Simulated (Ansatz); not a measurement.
# MgTe: the cost of one run

Computed with Ansatz 0.2.0 through its Python package. Level of theory: DFT PBEsol, plane waves, PAW.

## Step 1: The structure

The structure is cubic, space group F-43m (No. 216). The conventional cell has a = 6.464 Å, b = 6.464 Å, c = 6.464 Å, α = 90.00°, β = 90.00°, γ = 90.00°. Mg (site symmetry -43m) is surrounded by 4 Te at 2.80 Å. Te (site symmetry -43m) has 4 Mg at 2.80 Å as nearest neighbours.

No structure file is read: the coordinates are typed or built in the script.

## Step 2: The script

Contents of eos_mgte.py:

```python
"""Equation of state of MgTe."""

import ansatz
import numpy as np
from scipy.optimize import curve_fit

vectors0 = np.array([
    [0.0, 3.232, 3.232],
    [3.232, 0.0, 3.232],
    [3.232, 3.232, 0.0],
])
sites = [
    ("Mg", (0.0, 0.0, 0.0)),
    ("Te", (0.75, 0.75, 0.75)),
]


def crystal_on(cell):
    crystal = ansatz.Crystal(lattice=ansatz.Lattice.of(cell))
    for symbol, position in sites:
        crystal = crystal.atom(symbol, position)
    return crystal

def vinet(v, e0, v0, b0, b1):
    eta = (v / v0) ** (1 / 3)
    return e0 + 2 * b0 * v0 / (b1 - 1) ** 2 * (2 - (5 + 3 * b1 * (eta - 1) - 3 * eta) * np.exp(-1.5 * (b1 - 1) * (eta - 1)))


def main() -> None:
    # uniform scaling of the cell
    volumes, energies, pressures = [], [], []
    for scale in np.linspace(0.88, 1.12, 7):
        cell = vectors0 * scale ** (1 / 3)
        base = (
            crystal_on(cell).calculation()
            .functional("pbesol")
            .occupations("Fixed")
            .basis(500)
            .kpoints(5, 5, 5)
            .stress()
        )
        data = base.run(threads=1, backend="cpu").report
        volumes.append(abs(np.linalg.det(cell)) / len(sites))
        energies.append(data["free_energy_ev"] / len(sites))
        pressures.append(np.trace(data["stress_gpa"]) / 3)
        print(f"V = {volumes[-1]:8.4f} A^3/atom  F = {energies[-1]:.5f} eV/atom  P = {pressures[-1]:8.3f} GPa")

    guess = (min(energies), volumes[int(np.argmin(energies))], 0.5, 4.5)
    (e0, v0, b0, b1), _ = curve_fit(vinet, np.array(volumes), np.array(energies), p0=guess, maxfev=20000)
    print(f"Vinet fit: V0 = {v0:.4f} A^3/atom, B0 = {160.21766 * b0:.1f} GPa, B1 = {b1:.2f}")
    print("largest residual", round(1000 * float(np.abs(vinet(np.array(volumes), e0, v0, b0, b1) - energies).max()), 3), "meV/atom")


if __name__ == "__main__":
    main()
```

## Step 3: The input behind the calls

The package turns the script's settings into the engine's input (first run):

```yaml
crystal:
  lattice:
    - [0.0, 3.097173795605384, 3.097173795605384]
    - [3.097173795605384, 0.0, 3.097173795605384]
    - [3.097173795605384, 3.097173795605384, 0.0]
  atoms:
    - { symbol: Mg, position: [0.0, 0.0, 0.0] }
    - { symbol: Te, position: [0.75, 0.75, 0.75] }
basis:
  ecutwfc: 500.0
kpoints:
  mp_grid:
    grid: [5, 5, 5]
hamiltonian:
  xc: pbesol
scf:
  occupations:
    method: fixed
output:
  stress: true
```

## Step 4: The run

Command:

```bash
> python eos_mgte.py
```

Q: Estimate wall time and peak memory on 1 thread of Arm Neoverse V1, shared host.

About 12 s, with a peak of 0.43 GiB.
